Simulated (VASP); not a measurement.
# Si (I4_1/amd) in VASP: further runs

The runs below take Si through single point, with PBE.

Everything below comes from runs of VASP 6.6.1. Logs are shortened: lines on timing, memory, paths and dates and some standing lists are left out, and cuts for length are marked.

### 1 Starting point

The structure is tetragonal, space group I4_1/amd (No. 141). The conventional cell has a = 4.743 Å, b = 4.743 Å, c = 2.659 Å, α = 90.00°, β = 90.00°, γ = 90.00°. Around Si (site symmetry -4m2) lie 6 Si at 2.46 to 2.66 Å.

This isn't the form of Si at room conditions, which is diamond.

### 2 Single point, PBE

INCAR

```
SYSTEM = Si
ADDGRID  = .False.      
ALGO     = Normal         ! electronic algorithm
EDIFF    = 1E-6           ! SCF threshold, eV
ENCUT    = 450            ! plane-wave cutoff, eV
GGA      = PE             ! functional
ISIF     = 2              ! what is computed and relaxed
ISMEAR   = 0              ! smearing method
LASPH    = .True.         ! aspherical terms in the spheres
LCHARG   = .False.        ! write CHGCAR
LREAL    = .False.        ! projectors in reciprocal space
LWAVE    = .False.        ! write WAVECAR
NELM     = 100            ! most SCF steps
PREC     = Accurate       ! precision mode
SIGMA    = 0.05           ! smearing width, eV
```

KPOINTS

```
k-points
0
Gamma
  7 7 7
  0 0 0
```

POSCAR

```
Si
1.0
   -2.3713723045      2.3713723045      1.3292653899
    2.3713723045     -2.3713723045      1.3292653899
    2.3713723045      2.3713723045     -1.3292653899
Si
2
Direct
    0.5000000000      0.5000000000      0.0000000000
    0.2500000000      0.7500000000      0.5000000000
```

Potentials or basis: VASP PAW PBE potentials, release 64 (Si).

Command:

```sh
$ cat potpaw_PBE.64/Si/POTCAR > POTCAR
$ mpirun -np 1 vasp_std > vasp.out
```

OUTCAR:

```text
SYSTEM = Si
   EDIFF = 1E-6
   ENCUT = 450
   GGA = PE
   ISIF = 2
   ISMEAR = 0
   LASPH = .True.
   LREAL = .False.
   NELM = 100
   PREC = Accurate

 Found     40 irreducible k-points:

 Following reciprocal coordinates:
            Coordinates               Weight
  0.000000  0.000000  0.000000      1.000000
  0.142857  0.000000 -0.000000      8.000000
  0.285714  0.000000  0.000000      8.000000
  0.428571  0.000000  0.000000      8.000000
  0.142857  0.142857 -0.000000      8.000000
  0.285714  0.142857 -0.000000     16.000000
   k-points           NKPTS =     40   k-points in BZ     NKDIM =     40   number of bands    NBANDS=      8
   number of dos      NEDOS =    301   number of ions     NIONS =      2
   total plane-waves  NPLWV =  21952
   dimension x,y,z NGX =    28 NGY =   28 NGZ =   28
   dimension x,y,z NGXF=    56 NGYF=   56 NGZF=   56
   ions per type =               2
   NGX,Y,Z   is equivalent  to a cutoff of  12.90, 12.90, 12.90 a.u.
   NGXF,Y,Z  is equivalent  to a cutoff of  25.81, 25.81, 25.81 a.u.
 SYSTEM =  Si
   PREC   = accura    normal or accurate (medium, high low for compatibility)
   ISTART =      0    job   : 0-new  1-cont  2-samecut
   ICHARG =      2    charge: 1-file 2-atom 10-const
   ISPIN  =      1    spin polarized calculation?
   LNONCOLLINEAR =      F non collinear calculations
   LSORBIT =      F    spin-orbit coupling
   LASPH  =      T    aspherical Exc in radial PAW
   ENCUT  =  450.0 eV  33.07 Ry    5.75 a.u.   6.24  6.24  6.24*2*pi/ulx,y,z
   NELM   =    100;   NELMIN=  2; NELMDL= -5     # of ELM steps
   EDIFF  = 0.1E-05   stopping-criterion for ELM
[... 18 lines left out ...]
     AMIX     =   0.40;   BMIX     =  1.00
     AMIX_MAG =   1.60;   BMIX_MAG =  1.00
  volume/ion in A,a.u.               =      14.95       100.89
  Fermi-wavevector in a.u.,A,eV,Ry     =   1.054908  1.993486 15.140973  1.112830
  Thomas-Fermi vector in A             =   2.190086
   LORBIT       =      0    0 simple, 1 ext, 2 COOP (PROOUT), +10 PAW based schemes
   GGA     = PE    functional components
[... 5 lines left out ...]
 non-spin polarized calculation
 Gauss-broadening in eV      SIGMA  =   0.05
  energy-cutoff  :      450.00
  volume of cell :       29.90
 maximum number of plane-waves:       660
 NGX is ok and might be reduce to    28
   NGX = 13   NGY = 13   NGZ = 13

 number of electron       8.0000000 magnetization

 Free energy of the ion-electron system (eV)
  ---------------------------------------------------
  ext. energy  EPLUGINS =         0.00000000
  ---------------------------------------------------
  free energy    TOTEN  =       -10.29558260 eV

  energy without entropy =      -10.29505734  energy(sigma->0) =      -10.29531997

 E-fermi :   9.4196     XC(G=0): -10.9837

 val. band max:        9.2826609569   @ k =   0.4286   0.4286  -0.0000
 cond. band min:       9.4434780006   @ k =   0.1429   0.0000  -0.0000
 fundamental gap:      0.1608170437
 Fermi energy:         9.4196265838

 k-point     1 :       0.0000    0.0000    0.0000
  band No.  band energies     occupation
      1      -4.5097      2.00000
      2       6.9511      2.00000
      3       6.9511      2.00000
      4       7.6536      2.00000
      5      10.9529      0.00000
      6      16.9179      0.00000
      7      18.5325      0.00000
      8      18.5445      0.00000

 k-point     2 :       0.1429    0.0000   -0.0000
  band No.  band energies     occupation
      1      -3.9639      2.00000
      2       6.0458      2.00000
      3       6.7556      2.00000
      4       9.4435      0.49992
      5      12.1256      0.00000
      6      14.1846      0.00000
      7      14.7749      0.00000
      8      17.0805      0.00000

 k-point     3 :       0.2857    0.0000    0.0000
  band No.  band energies     occupation
      1      -2.3390      2.00000
      2       5.8065      2.00000
      3       6.7987      2.00000
      4       8.6709      2.00000
      5      11.2984      0.00000
      6      12.9780      0.00000
      7      13.1434      0.00000
      8      15.1399      0.00000

 k-point     4 :       0.4286    0.0000    0.0000
  band No.  band energies     occupation
      1       0.3081      2.00000
      2       4.0305      2.00000
      3       6.8014      2.00000
      4       7.3783      2.00000
      5       8.6600      2.00000
      6      10.8638      0.00000
      7      14.1176      0.00000
      8      14.9355      0.00000

 k-point     5 :       0.1429    0.1429   -0.0000
  band No.  band energies     occupation
      1      -2.5965      2.00000
      2       5.9957      2.00000
      3       8.2339      2.00000
      4       9.5510      0.00020
      5      10.5898      0.00000
      6      11.2830      0.00000
      7      13.6869      0.00000
      8      14.2469      0.00000

 k-point     6 :       0.2857    0.1429   -0.0000
  band No.  band energies     occupation
      1      -0.1879      2.00000
      2       5.1973      2.00000
      3       6.5373      2.00000
      4       7.0265      2.00000
      5       9.6257      0.00000
      6      11.6627      0.00000
      7      12.6308      0.00000
      8      14.4099      0.00000

 [... further k-points ...]
[... 5 lines left out ...]
  --------------------------------------------------------------------------------------
  -------------------------------------------------------------------------------------
  Total        0.9632711      0.9632711     -0.1388801      0.0000000      0.0000000      0.0000000
  in kB       51.6164260     51.6164260     -7.4418259      0.0000000      0.0000000      0.0000000
  external PRESSURE =      31.9303420 kB  Pullay stress =       0.0000000 kB

 VOLUME and BASIS-vectors are now :
 -----------------------------------------------------------------------------
  energy-cutoff  :      450.00
  volume of cell :       29.90
      direct lattice vectors                 reciprocal lattice vectors
    -2.371372304  2.371372304  1.329265390     0.000000000  0.210848376  0.376147610
     2.371372304 -2.371372304  1.329265390     0.210848376  0.000000000  0.376147610
     2.371372304  2.371372304 -1.329265390     0.210848376  0.210848376  0.000000000

 POSITION                                       TOTAL-FORCE (eV/Angst)
 -----------------------------------------------------------------------------------
      0.00000      0.00000      1.32927         0.000000     -0.000000      0.000000
      2.37137     -0.00000      0.66463        -0.000000      0.000000     -0.000000
 -----------------------------------------------------------------------------------
    total drift:                                0.000000      0.000000      0.000000

  FREE ENERGIE OF THE ION-ELECTRON SYSTEM (eV)
  ---------------------------------------------------
  free  energy   TOTEN  =       -10.2955826016 eV

  energy  without entropy=      -10.2950573434  energy(sigma->0) =      -10.29531997
```

It took 6 s on 1 thread of Intel Xeon Platinum 8488C (Sapphire Rapids), shared host; peak memory 0.14 GiB.

These settings aren't checked as converged: the numbers below hold their error.

Results:

- Free energy: -10.2956 eV
- Pressure: 3.2 GPa
- Band gap on the k mesh: none (metal or under the smearing width)

Caveat: the k mesh is coarse (spacing up to 0.39 Å⁻¹), so the values aren't converged.

### 3 Single point, PBE

INCAR, as its differences from that of step 2:

```diff
@@ -7,3 +7,3 @@
 ISIF     = 2              ! what is computed and relaxed
-ISMEAR   = 0              ! smearing method
+ISMEAR   = -5             ! smearing method
 LASPH    = .True.         ! aspherical terms in the spheres
```

KPOINTS is that of step 2.

POSCAR is that of step 2.

Potentials or basis: VASP PAW PBE potentials, release 64 (Si).

Command:

```sh
$ cat potpaw_PBE.64/Si/POTCAR > POTCAR
$ mpirun -np 1 vasp_std > vasp.out
```

OUTCAR:

```text
SYSTEM = Si
   EDIFF = 1E-6
   ENCUT = 450
   GGA = PE
   ISIF = 2
   ISMEAR = -5
   LASPH = .True.
   LREAL = .False.
   NELM = 100
   PREC = Accurate

 Found     40 irreducible k-points:

 Following reciprocal coordinates:
            Coordinates               Weight
  0.000000  0.000000  0.000000      1.000000
  0.142857  0.000000 -0.000000      8.000000
  0.285714  0.000000  0.000000      8.000000
  0.428571  0.000000  0.000000      8.000000
  0.142857  0.142857 -0.000000      8.000000
  0.285714  0.142857 -0.000000     16.000000
   k-points           NKPTS =     40   k-points in BZ     NKDIM =     40   number of bands    NBANDS=      8
   number of dos      NEDOS =    301   number of ions     NIONS =      2
   total plane-waves  NPLWV =  21952
   dimension x,y,z NGX =    28 NGY =   28 NGZ =   28
   dimension x,y,z NGXF=    56 NGYF=   56 NGZF=   56
   ions per type =               2
   NGX,Y,Z   is equivalent  to a cutoff of  12.90, 12.90, 12.90 a.u.
   NGXF,Y,Z  is equivalent  to a cutoff of  25.81, 25.81, 25.81 a.u.
 SYSTEM =  Si
   PREC   = accura    normal or accurate (medium, high low for compatibility)
   ISTART =      0    job   : 0-new  1-cont  2-samecut
   ICHARG =      2    charge: 1-file 2-atom 10-const
   ISPIN  =      1    spin polarized calculation?
   LNONCOLLINEAR =      F non collinear calculations
   LSORBIT =      F    spin-orbit coupling
   LASPH  =      T    aspherical Exc in radial PAW
   ENCUT  =  450.0 eV  33.07 Ry    5.75 a.u.   6.24  6.24  6.24*2*pi/ulx,y,z
   NELM   =    100;   NELMIN=  2; NELMDL= -5     # of ELM steps
   EDIFF  = 0.1E-05   stopping-criterion for ELM
[... 12 lines left out ...]
   EMIN   =  10.00;   EMAX   =-10.00  energy-range for DOS
   EFERMI =   0.00;   METHOD = LEGACY
   ISMEAR =    -5;   SIGMA  =   0.05  broadening in eV -4-tet -1-fermi 0-gaus
   EFERMI_NEDOS =   21; number of points for ismear=-14 and -15
   IALGO  =     38    algorithm
   IMIX   =      4    mixing-type and parameters
     AMIX     =   0.40;   BMIX     =  1.00
     AMIX_MAG =   1.60;   BMIX_MAG =  1.00
  volume/ion in A,a.u.               =      14.95       100.89
  Fermi-wavevector in a.u.,A,eV,Ry     =   1.054908  1.993486 15.140973  1.112830
  Thomas-Fermi vector in A             =   2.190086
   LORBIT       =      0    0 simple, 1 ext, 2 COOP (PROOUT), +10 PAW based schemes
   GGA     = PE    functional components
   LHFCALC =     F    Hartree Fock is set to
   AEXX    =    0.0000 exact exchange contribution
   IVDW    =     0    specifies the selected vdW correction
   LEPSILON=     F    determine dielectric tensor
   LRPA    =     F    only Hartree local field effects (RPA)
 non-spin polarized calculation
 Fermi weights with tetrahedron method with Bloechl corrections
  energy-cutoff  :      450.00
  volume of cell :       29.90
 maximum number of plane-waves:       660
 NGX is ok and might be reduce to    28
   NGX = 13   NGY = 13   NGZ = 13

 number of electron       8.0000000 magnetization

 Free energy of the ion-electron system (eV)
  ---------------------------------------------------
  ext. energy  EPLUGINS =         0.00000000
  ---------------------------------------------------
  free energy    TOTEN  =       -10.28866125 eV

  energy without entropy =      -10.28866125  energy(sigma->0) =      -10.28866125

 E-fermi :   9.3819     XC(G=0): -10.9840

 val. band max:        9.5513153801   @ k =   0.1429   0.1429  -0.0000
 cond. band min:       9.0751475150   @ k =  -0.1429   0.1429   0.0000
 fundamental gap:     -0.4761678651
 Fermi energy:         9.3818500460

 k-point     1 :       0.0000    0.0000    0.0000
  band No.  band energies     occupation
      1      -4.5101      2.00000
      2       6.9500      2.00000
      3       6.9500      2.00000
      4       7.6543      2.50796
      5      10.9519      0.00000
      6      16.9161      0.00000
      7      18.5324      0.00000
      8      18.5429      0.00000

 k-point     2 :       0.1429    0.0000   -0.0000
  band No.  band energies     occupation
      1      -3.9644      2.00000
      2       6.0453      2.00000
      3       6.7544      2.00000
      4       9.4434      0.57486
      5      12.1245      0.00000
      6      14.1836      0.00000
      7      14.7746      0.00000
      8      17.0791      0.00000

 k-point     3 :       0.2857    0.0000    0.0000
  band No.  band energies     occupation
      1      -2.3395      2.00000
      2       5.8058      2.00000
      3       6.7974      2.00000
      4       8.6709      1.88007
      5      11.2983     -0.12499
      6      12.9770      0.00000
      7      13.1426      0.00000
      8      15.1393      0.00000

 k-point     4 :       0.4286    0.0000    0.0000
  band No.  band energies     occupation
      1       0.3074      2.00000
      2       4.0298      2.00000
      3       6.8018      2.00000
      4       7.3766      2.00056
      5       8.6597      1.67755
      6      10.8639      0.00000
      7      14.1168      0.00000
      8      14.9345      0.00000

 k-point     5 :       0.1429    0.1429   -0.0000
  band No.  band energies     occupation
      1      -2.5970      2.00000
      2       5.9949      2.00000
      3       8.2323      2.00000
      4       9.5513      1.14964
      5      10.5901     -0.04633
      6      11.2819      0.00000
      7      13.6856      0.00000
      8      14.2467      0.00000

 k-point     6 :       0.2857    0.1429   -0.0000
  band No.  band energies     occupation
      1      -0.1885      2.00000
      2       5.1964      2.00000
      3       6.5362      2.00000
      4       7.0270      2.00840
      5       9.6245      0.56692
      6      11.6628      0.00000
      7      12.6300      0.00000
      8      14.4099      0.00000

 [... further k-points ...]
[... 5 lines left out ...]
  --------------------------------------------------------------------------------------
  -------------------------------------------------------------------------------------
  Total        0.6967096      0.6967096      0.1216610      0.0000000      0.0000000      0.0000000
  in kB       37.3328552     37.3328552      6.5191493      0.0000000      0.0000000      0.0000000
  external PRESSURE =      27.0616199 kB  Pullay stress =       0.0000000 kB

 VOLUME and BASIS-vectors are now :
 -----------------------------------------------------------------------------
  energy-cutoff  :      450.00
  volume of cell :       29.90
      direct lattice vectors                 reciprocal lattice vectors
    -2.371372304  2.371372304  1.329265390     0.000000000  0.210848376  0.376147610
     2.371372304 -2.371372304  1.329265390     0.210848376  0.000000000  0.376147610
     2.371372304  2.371372304 -1.329265390     0.210848376  0.210848376  0.000000000

 POSITION                                       TOTAL-FORCE (eV/Angst)
 -----------------------------------------------------------------------------------
      0.00000      0.00000      1.32927        -0.000000     -0.000000     -0.000000
      2.37137     -0.00000      0.66463         0.000000      0.000000      0.000000
 -----------------------------------------------------------------------------------
    total drift:                                0.000000      0.000000      0.000000

  FREE ENERGIE OF THE ION-ELECTRON SYSTEM (eV)
  ---------------------------------------------------
  free  energy   TOTEN  =       -10.2886612508 eV

  energy  without entropy=      -10.2886612508  energy(sigma->0) =      -10.28866125
```

OSZICAR:

```text
N       E                     dE             d eps       ncg     rms          rms(c)
DAV:   1     0.481047511083E+01    0.48105E+01   -0.32725E+03   640   0.748E+02
DAV:   2    -0.101543948088E+02   -0.14965E+02   -0.14594E+02   960   0.752E+01
DAV:   3    -0.103047153511E+02   -0.15032E+00   -0.14987E+00   928   0.951E+00
DAV:   4    -0.103050913449E+02   -0.37599E-03   -0.37769E-03   952   0.454E-01
DAV:   5    -0.103050917922E+02   -0.44736E-06   -0.44957E-06   928   0.118E-02    0.423E+00
DAV:   6    -0.102949014023E+02    0.10190E-01   -0.48744E-03   896   0.453E-01    0.245E+00
DAV:   7    -0.102887589672E+02    0.61424E-02   -0.10660E-02   816   0.716E-01    0.211E-01
DAV:   8    -0.102886400977E+02    0.11887E-03   -0.57978E-04   832   0.180E-01    0.468E-02
DAV:   9    -0.102886570283E+02   -0.16931E-04   -0.21266E-05   976   0.342E-02    0.209E-02
DAV:  10    -0.102886614427E+02   -0.44144E-05   -0.18999E-06   688   0.105E-02    0.415E-03
DAV:  11    -0.102886612508E+02    0.19189E-06   -0.95027E-08   472   0.271E-03
   1 F= -.10288661E+02 E0= -.10288661E+02  d E =0.000000E+00
```

stdout:

```text
POSCAR found type information on POSCAR Si
 POSCAR found :  1 types and       2 ions
 scaLAPACK will be used
 LDA part: xc-table for (Slater+PW92), standard interpolation
 POSCAR, INCAR and KPOINTS ok, starting setup
 FFT: planning ... GRIDC
 FFT: planning ... GRID_SOFT
 FFT: planning ... GRID
 WAVECAR not read
 entering main loop
 -----------------------------------------------------------------------------
|                                                                             |
|           W    W    AA    RRRRR   N    N  II  N    N   GGGG   !!!           |
|           W    W   A  A   R    R  NN   N  II  NN   N  G    G  !!!           |
|           W    W  A    A  R    R  N N  N  II  N N  N  G       !!!           |
|           W WW W  AAAAAA  RRRRR   N  N N  II  N  N N  G  GGG   !            |
|           WW  WW  A    A  R   R   N   NN  II  N   NN  G    G                |
|           W    W  A    A  R    R  N    N  II  N    N   GGGG   !!!           |
|                                                                             |
|     Tetrahedron method does not include variations of the Fermi             |
|     occupations, so forces and stress will be inaccurate. We suggest        |
|     using a different smearing scheme ISMEAR = 1 or 2 for metals in         |
|     relaxations.                                                            |
|                                                                             |
 -----------------------------------------------------------------------------
```

Wall time 6.6 s (1 thread of Intel Xeon Platinum 8488C (Sapphire Rapids), shared host); peak memory 0.14 GiB.

The run converged, but some of its settings lie outside the range that counts as converged, so its numbers aren't taken as properties of the crystal.

Results:

* Free energy: -10.2887 eV
* Pressure: 2.7 GPa
* Band gap on the k mesh: none (metal or under the smearing width)

Caveat: the k mesh is coarse (spacing up to 0.39 Å⁻¹), so the values aren't converged; tetrahedron occupations give inexact forces and stress in metals.

### 4 Single point, PBE

INCAR, as its differences from that of step 3:

```diff
@@ -4,6 +4,6 @@
 EDIFF    = 1E-6           ! SCF threshold, eV
-ENCUT    = 450            ! plane-wave cutoff, eV
+ENCUT    = 550            ! plane-wave cutoff, eV
 GGA      = PE             ! functional
 ISIF     = 2              ! what is computed and relaxed
-ISMEAR   = -5             ! smearing method
+ISMEAR   = 0              ! smearing method
 LASPH    = .True.         ! aspherical terms in the spheres
```

KPOINTS is that of step 3.

POSCAR is that of step 3.

Command:

```sh
$ cat potpaw_PBE.64/Si/POTCAR > POTCAR
$ mpirun -np 1 vasp_std > vasp.out
```

It took 6.1 s on 1 thread of Intel Xeon Platinum 8488C (Sapphire Rapids), shared host; peak memory 0.14 GiB.

The run converged, but some of its settings lie outside the range that counts as converged, so its numbers aren't taken as properties of the crystal.

Results:

```yaml
Free_energy: -10.2957 eV
Pressure: 3.2 GPa
Band_gap_on_the_k_mesh: none (metal or under the smearing width)
```

Caveat: the k mesh is coarse (spacing up to 0.39 Å⁻¹), so the values aren't converged.

### 5 For comparison

An earlier run on the cell as given: functional PBE; potentials or basis VASP PAW PBE potentials, release 64 (Si); cutoff 520 eV; k mesh 11 × 11 × 11; occupations fermi-dirac, width 0.05 eV; no spin polarisation.

- Pressure: 3.1 GPa
- Band gap on the k mesh: none (metal or under the smearing width)
